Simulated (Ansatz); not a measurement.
# TiC: relaxation of cell and atoms with PBE

The system is TiC.

```xyz
2
Lattice="3.0421 0.0000 0.0000 -1.5210 2.6345 0.0000 0.0000 0.0000 2.6980" Properties=species:S:1:pos:R:3 pbc="T T T"
Ti    0.0000    0.0000    1.3490
C     0.0000    1.7564    0.0000
```

The cell was built by a generator and needn't be a form met in nature.

* Program: Ansatz 0.2.0
* Task: relaxation of cell and atoms
* Functional: PBE
* Potentials or basis: Ansatz PAW
* Cutoff: 420 eV (not typed: the program's choice for these potentials)
* k mesh: 10 × 10 × 10
* Occupations: fermi-dirac, width 0.05 eV
* Spin: no spin polarisation

- Relaxed volume: 10.82 Å³/atom
- Relaxed cell: a = 3.045 Å, b = 3.045 Å, c = 2.695 Å, α = 90.00°, β = 90.00°, γ = 120.00°
- Space group after relaxing (to 0.05 Å): P-6m2 (No. 187)
- Energy gained by relaxing: 0.0 meV/atom
- Ionic steps: 3
- Pressure after relaxing: 0.0 GPa
- Band gap on the k mesh: none (metal or under the smearing width)

Final structure:
```xyz
2
Lattice="3.0446 0.0000 0.0000 -1.5223 2.6367 0.0000 0.0000 0.0000 2.6952" Properties=species:S:1:pos:R:3 pbc="T T T"
Ti    0.0000    0.0000    1.3476
C     0.0000    1.7578    0.0000
```

Levels at points of the mesh, in eV from the Fermi level:
| k point | band 5 | band 6 | band 7 | band 8 | band 9 | band 10 | band 11 | band 12 |
| --- | --- | --- | --- | --- | --- | --- | --- | --- |
| (0.00, 0.00, 0.00) | -12.00 | -1.60 | -1.60 | -0.96 | 2.31 | 3.34 | 3.34 | 5.68 |
| (0.00, 0.00, -0.50) | -8.86 | -5.59 | -0.52 | -0.52 | 1.15 | 1.15 | 4.72 | 4.73 |
| (0.00, -0.50, 0.00) | -9.61 | -4.86 | -0.76 | -0.29 | 0.20 | 3.05 | 3.48 | 3.72 |
| (0.00, -0.50, -0.50) | -8.79 | -4.01 | -2.56 | -2.23 | 1.50 | 3.29 | 4.36 | 5.56 |

It took 3.5 s on 2 threads of Arm Neoverse V2 (shared host), peak memory 0.32 GiB.

Caveat: the plane-wave basis is chosen anew once the cell has moved, so the energies of steps on either side of that aren't comparable.
